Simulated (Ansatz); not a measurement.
Reaction (substitution at a C–C bond): `CCC(=O)CC` + `BN` → `BNCC` + `CCC=O`

Program: Ansatz. Geometries: PBE0-D4/def2-TZVP. ΔE: electronic, gas phase. CCSD(T)/CBS adds triple-zeta CCSD(T) − MP2 to the extrapolated MP2 energy (def2 sets, frozen cores). This one scheme is used for every species. Functionals use def2-TZVPP. B3LYP here is the variant with VWN-RPA as its local correlation; programs differ in this. HSE06 is defined as in plane-wave codes. One conformer a species, not always the lowest.

`CCC(=O)CC`:

Cartesian coordinates in Å:
```
C -2.460 -0.078 -0.686
C -1.318 -0.321 0.277
C 0.028 0.119 -0.251
O 0.151 0.628 -1.338
C 1.212 -0.114 0.660
C 2.529 0.358 0.081
H -2.545 0.981 -0.931
H -2.299 -0.613 -1.624
H -3.407 -0.411 -0.257
H -1.484 0.198 1.230
H -1.239 -1.382 0.545
H 1.241 -1.185 0.896
H 0.997 0.379 1.616
H 2.744 -0.149 -0.861
H 3.349 0.162 0.774
H 2.501 1.428 -0.129
```

`BN`:

```xyz
6

B    -0.327    0.256    0.542
N     0.336   -0.263   -0.557
H    -1.524    0.281    0.539
H     0.314    0.665    1.467
H     1.339   -0.315   -0.622
H    -0.138   -0.624   -1.368
```

`BNCC`:

```xyz
12

B    -1.191   -0.692   -1.462
N    -0.014   -0.223   -0.908
C     0.124    0.708    0.192
C     0.811    0.093    1.397
H    -1.133   -1.477   -2.365
H    -2.235   -0.300   -1.024
H     0.869   -0.557   -1.267
H    -0.880    1.046    0.459
H     0.681    1.593   -0.139
H     1.816   -0.256    1.142
H     0.909    0.825    2.202
H     0.243   -0.761    1.772
```

`CCC=O`:

Z-matrix (Å, degrees):
```
C
C 1 1.524
H 1 1.091 2 110.8
H 1 1.093 2 111.3 3 119.8
H 1 1.092 2 111.1 3 -120.0
C 2 1.499 1 111.6 3 -175.3
H 2 1.091 1 112.2 3 62.4
H 2 1.098 1 109.4 3 -57.3
O 6 1.200 2 125.2 1 -126.5
H 6 1.115 2 114.5 1 53.2
```

| level | ΔE (kcal/mol) |
| --- | --- |
| B3LYP-D4 | 13.1 |
| HSE06-D4 | 13.8 |
| PBE | 12.6 |
| CCSD(T)/def2-SVP | 12.9 |

(1) What does CCSD(T)/CBS give? (Best estimate.)

Largest T1 diagnostic among the species: 0.013.

## Answers

(1) The calculation gave: +13.7 kcal/mol. The listed levels differ from it by -0.6, 0.1, -1.1, -0.8 kcal/mol.

In def2-TZVPP, CCSD(T) changes the Hartree–Fock value by +0.8 kcal/mol (the triples alone add +0.1 kcal/mol) and MP2 by +1.4 kcal/mol. At CCSD(T), def2-SVP lies −0.8 kcal/mol from the extrapolated value and def2-TZVPP −0.2 kcal/mol.

CCSD(T)/CBS has its own doubt, a few kJ/mol and more with outer-core shells, so smaller differences from it don't rank the levels.
